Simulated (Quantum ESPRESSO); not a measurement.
# Pb under changes of volume

One of the cells (30.323 Å³/atom); the others are scaled copies at fixed shape and fractional positions:

```
Pb
1.0
     0.00000    2.47502    2.47502
     2.47502    0.00000    2.47502
     2.47502    2.47502    0.00000
Pb
1
Direct
  0.00000 0.00000 0.00000
```

```yaml
Program: Quantum ESPRESSO 7.5
Functional: LDA
Potentials_or_basis: PseudoDojo 0.4.1 SR LDA stringent
Cutoff: 980 eV
Density_cutoff: 3918 eV
k_mesh: 9 × 9 × 9
Occupations: fermi-dirac, width 0.05 eV
Spin: no spin polarisation
```

```tsv
volume (Å³/atom)	energy over the lowest point (meV/atom)	pressure (GPa)
28.503	?	?
29.110	0.00	-1.0
29.716	2.94	-2.0
30.323	9.58	-2.9
30.929	19.49	-3.7
31.535	31.99	-4.3
32.142	47.08	-4.9
```

Q: What does the run at 28.503 Å³/atom give?

A: Energy over the lowest point 1.35 meV/atom; pressure 0.2 GPa.

Worked out: A Birch-Murnaghan fit of order 3 (a polynomial in V^(-2/3)) to the other rows has its minimum at 28.98 Å³/atom, just outside them, with B0 = V·E''(V) = 55 GPa and B' = 5.7. It gives 1.28 meV/atom at 28.503 Å³/atom, against the run's 1.35, and -dE/dV = 1.0 GPa, against 0.2.

Energies are extrapolated to zero smearing.
